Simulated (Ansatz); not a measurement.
**Ge: a relaxation**

Aim: relax the cell and atoms of Ge.

Program: Ansatz 0.2.0. Level of theory: DFT r2SCAN, scalar-relativistic, plane waves, PAW. These are calculated values, not measurements.

1 further run of the same task is left out (set aside as unsound or not needed).

### 1 The system as given

Symmetry: R-3, No. 148, trigonal system. Conventional cell: a = 10.025 Å, b = 10.025 Å, c = 5.966 Å, α = 90.00°, β = 90.00°, γ = 120.00°. Around Ge (site symmetry 3) lie 4 Ge at 2.53 to 2.56 Å. Ge (site symmetry 1) has 4 Ge at 2.50 to 2.54 Å as nearest neighbours.

As a file:

```
Ge
1.0
     5.01240    2.89391    1.98864
    -5.01240    2.89391    1.98864
     0.00000   -5.78782    1.98864
Ge
8
Cartesian
  0.0000 0.0000 4.2625
  0.0000 0.0000 1.7034
  -3.4828 -0.9012 2.5430
  2.5219 -2.5656 2.5430
  0.9609 3.4668 2.5430
  3.4828 0.9012 3.4229
  -2.5219 2.5656 3.4229
  -0.9609 -3.4668 3.4229
```

Source of the structure: the Materials Project (structure only).

(A quick probe on a coarse mesh, which set the mesh and smearing, is not shown.)

### 3 Full relaxation

input.yaml reads:

```yaml
crystal:
  lattice:
    - [5.0124018495, 2.8939115571, 1.9886385167]
    - [-5.0124018495, 2.8939115571, 1.9886385167]
    - [0.0, -5.7878231142, 1.9886385167]
  atoms:
    - { symbol: Ge, position: [0.714481, 0.714481, 0.714481] }
    - { symbol: Ge, position: [0.285519, 0.285519, 0.285519] }
    - { symbol: Ge, position: [0.02693, 0.721767, 0.530053] }
    - { symbol: Ge, position: [0.530053, 0.02693, 0.721767] }
    - { symbol: Ge, position: [0.721767, 0.530053, 0.02693] }
    - { symbol: Ge, position: [0.97307, 0.278233, 0.469947] }
    - { symbol: Ge, position: [0.469947, 0.97307, 0.278233] }
    - { symbol: Ge, position: [0.278233, 0.469947, 0.97307] }
basis:
  ecutwfc: 500
kpoints:
  mp_grid: { grid: [6, 6, 6] }
hamiltonian:
  xc: r2scan
scf:
  occupations: { method: gaussian, width: 0.1 }
output:
  forces: true
  stress: true
  eigenvalues: true
  write_density: true
  write_potential: true
  elf: true
  volumetric_format: npy
relax:
  adjacent_minimum: "off"
  f_tol: 0.005
  max_steps: 80
  cell: { stress_tol: 0.05 }
```

On the command line:

```sh
$ ansatz run input.yaml --threads 2 --pin off --max-ram 5120MiB --backend cpu --events-out ev --progress --plain --runs-dir out
```

What does the calculation give? Wanted: relaxed cell; volume; gap on the mesh.

As calculated:

| quantity | value |
| --- | --- |
| relaxed cell (conventional) | a = 9.892 Å, b = 9.892 Å, c = 5.910 Å, α = 90.00°, β = 90.00°, γ = 120.00° |
| space group (0.01 Å) | R-3 (No. 148) |
| volume | 20.87 Å³/atom |
| gap on the mesh | none (metal) |

The relaxed volume is 3.5 % smaller than at the start.
